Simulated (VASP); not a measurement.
Here is a VASP 6.6.1 calculation.

Contents of POSCAR:

```
SnSe
1.0
   11.4200000000      0.0000000000      0.0000000000
    0.0000000000      4.1900000000      0.0000000000
    0.0000000000      0.0000000000      4.4600000000
Sn Se
4 4
Direct
    0.8770000000      0.7500000000      0.9090000000
    0.6230000000      0.2500000000      0.4090000000
    0.3770000000      0.7500000000      0.5910000000
    0.1230000000      0.2500000000      0.0910000000
    0.6430000000      0.7500000000      0.9840000000
    0.8570000000      0.2500000000      0.4840000000
    0.1430000000      0.7500000000      0.5160000000
    0.3570000000      0.2500000000      0.0160000000
```

INCAR.step1

```
SYSTEM = SnSe
  PREC = Accurate
  ENCUT = 520
  EDIFF = 1E-6
  ISMEAR = -1
  SIGMA = 0.05
  LREAL = .False.
  LASPH = .True.
  NELM = 100
  ALGO = Normal
  ISIF = 2
  LWAVE = .False.
  LCHARG = .True.
  GGA = PE
```

KPOINTS.step1

```
Automatic mesh
0
Gamma
  3 6 6
  0 0 0
```

Contents of INCAR.step2:

```
SYSTEM = SnSe
  PREC = Accurate
  ENCUT = 520
  EDIFF = 1E-6
  ISMEAR = 0
  SIGMA = 0.05
  LREAL = .False.
  LASPH = .True.
  NELM = 100
  ALGO = Normal
  ISIF = 2
  LWAVE = .False.
  LCHARG = .False.
  GGA = PE
  ICHARG = 11
```

File KPOINTS.step2:

```
path GXSYGZURTZ,YT,UX,SR
15
line-mode
reciprocal
 0.0000000000  0.0000000000  0.0000000000  G
 0.0000000000  0.5000000000  0.0000000000  X

 0.0000000000  0.5000000000  0.0000000000  X
 0.0000000000  0.5000000000  0.5000000000  S

 0.0000000000  0.5000000000  0.5000000000  S
 0.0000000000  0.0000000000  0.5000000000  Y

 0.0000000000  0.0000000000  0.5000000000  Y
 0.0000000000  0.0000000000  0.0000000000  G

 0.0000000000  0.0000000000  0.0000000000  G
 0.5000000000  0.0000000000  0.0000000000  Z

 0.5000000000  0.0000000000  0.0000000000  Z
 0.5000000000  0.5000000000  0.0000000000  U

 0.5000000000  0.5000000000  0.0000000000  U
 0.5000000000  0.5000000000  0.5000000000  R

 0.5000000000  0.5000000000  0.5000000000  R
 0.5000000000  0.0000000000  0.5000000000  T

 0.5000000000  0.0000000000  0.5000000000  T
 0.5000000000  0.0000000000  0.0000000000  Z

 0.0000000000  0.0000000000  0.5000000000  Y
 0.5000000000  0.0000000000  0.5000000000  T

 0.5000000000  0.5000000000  0.0000000000  U
 0.0000000000  0.5000000000  0.0000000000  X

 0.0000000000  0.5000000000  0.5000000000  S
 0.5000000000  0.5000000000  0.5000000000  R
```

Potentials or basis: VASP PAW PBE potentials, release 64 (Sn_d, Se).

Launch:

```bash
$ cat potpaw_PBE.64/Sn_d/POTCAR potpaw_PBE.64/Se/POTCAR > POTCAR
$ cp INCAR.step1 INCAR
$ cp KPOINTS.step1 KPOINTS
$ mpirun -np 1 vasp_std > vasp.out
$ cp INCAR.step2 INCAR
$ cp KPOINTS.step2 KPOINTS
$ mpirun -np 1 vasp_std > vasp.out
```

Task: Predict the band gap along the path.

Result: 0.54 eV, indirect (least direct gap 0.66 eV).

Task: Estimate the band gap on the k mesh.

Result: 0.54 eV, indirect (least direct gap 0.70 eV).

Levels at the corners of the path, in eV from the valence-band top:
| point | band 36 | band 37 | band 38 | band 39 | band 40 | band 41 | band 42 | band 43 | band 44 | band 45 |
| --- | --- | --- | --- | --- | --- | --- | --- | --- | --- | --- |
| Γ | -1.83 | -1.55 | -1.19 | -0.77 | -0.56 | 0.79 | 2.95 | 3.04 | 3.06 | 3.34 |
| X | -1.71 | -1.02 | -1.02 | -0.75 | -0.75 | 0.91 | 0.91 | 1.39 | 1.39 | 1.65 |
| X | -1.71 | -1.02 | -1.02 | -0.75 | -0.75 | 0.91 | 0.91 | 1.39 | 1.39 | 1.65 |
| S | -3.18 | -2.25 | -2.25 | -1.52 | -1.52 | 2.86 | 2.86 | 3.11 | 3.11 | 4.87 |
| S | -3.18 | -2.25 | -2.25 | -1.52 | -1.52 | 2.86 | 2.86 | 3.11 | 3.11 | 4.87 |
| Y | -1.49 | -0.78 | -0.78 | -0.31 | -0.31 | 1.26 | 1.26 | 1.59 | 1.59 | 1.64 |
| Y | -1.49 | -0.78 | -0.78 | -0.31 | -0.31 | 1.26 | 1.26 | 1.59 | 1.59 | 1.64 |
| Γ | -1.83 | -1.55 | -1.19 | -0.77 | -0.56 | 0.79 | 2.95 | 3.04 | 3.06 | 3.34 |
| Γ | -1.83 | -1.55 | -1.19 | -0.77 | -0.56 | 0.79 | 2.95 | 3.04 | 3.06 | 3.34 |
| Z | -2.11 | -1.83 | -1.83 | -0.63 | -0.63 | 2.64 | 2.64 | 2.83 | 2.83 | 3.69 |
| Z | -2.11 | -1.83 | -1.83 | -0.63 | -0.63 | 2.64 | 2.64 | 2.83 | 2.83 | 3.69 |
| U | -2.14 | -1.01 | -1.01 | -1.01 | -1.01 | 1.40 | 1.40 | 1.40 | 1.40 | 2.02 |
| U | -2.14 | -1.01 | -1.01 | -1.01 | -1.01 | 1.40 | 1.40 | 1.40 | 1.40 | 2.02 |
| R | -3.77 | -1.53 | -1.53 | -1.53 | -1.53 | 2.62 | 2.62 | 2.62 | 2.62 | 4.71 |
| R | -3.77 | -1.53 | -1.53 | -1.53 | -1.53 | 2.62 | 2.62 | 2.62 | 2.62 | 4.71 |
| T | -1.78 | -0.55 | -0.55 | -0.29 | -0.29 | 1.25 | 1.25 | 1.60 | 1.60 | 1.66 |
| T | -1.78 | -0.55 | -0.55 | -0.29 | -0.29 | 1.25 | 1.25 | 1.60 | 1.60 | 1.66 |
| Z | -2.11 | -1.83 | -1.83 | -0.63 | -0.63 | 2.64 | 2.64 | 2.83 | 2.83 | 3.69 |
| Y | -1.49 | -0.78 | -0.78 | -0.31 | -0.31 | 1.26 | 1.26 | 1.59 | 1.59 | 1.64 |
| T | -1.78 | -0.55 | -0.55 | -0.29 | -0.29 | 1.25 | 1.25 | 1.60 | 1.60 | 1.66 |
| U | -2.14 | -1.01 | -1.01 | -1.01 | -1.01 | 1.40 | 1.40 | 1.40 | 1.40 | 2.02 |
| X | -1.71 | -1.02 | -1.02 | -0.75 | -0.75 | 0.91 | 0.91 | 1.39 | 1.39 | 1.65 |
| S | -3.18 | -2.25 | -2.25 | -1.52 | -1.52 | 2.86 | 2.86 | 3.11 | 3.11 | 4.87 |
| R | -3.77 | -1.53 | -1.53 | -1.53 | -1.53 | 2.62 | 2.62 | 2.62 | 2.62 | 4.71 |

Caveat: the log is that of the step along the path at fixed density, whose energy, stress, charges and moments have no meaning; spin-orbit coupling is left out, which moves the levels of the heavy elements.

**Measured values to compare with.**

From “Linear dichroism of the optical properties of SnS and SnSe van der Waals crystals”, 2024, arxiv:2409.17412, for a bulk crystal of SnSe at 20 K: band gap 0.99 eV (indirect).

Against the measured gap of SnSe, 0.99 eV (indirect; 20 K; “Linear dichroism of the optical properties of SnS and SnSe van der Waals crystals”, 2024, arxiv:2409.17412), the calculated 0.54 eV is off by -0.45 eV. 2 values of this kind are on record (0.89 to 0.99 eV); this one was drawn at random. Spin-orbit coupling on Se, Sn is left out. The value is that of PBE, without temperature or zero-point motion. Semilocal functionals fall short of measured gaps as a rule.
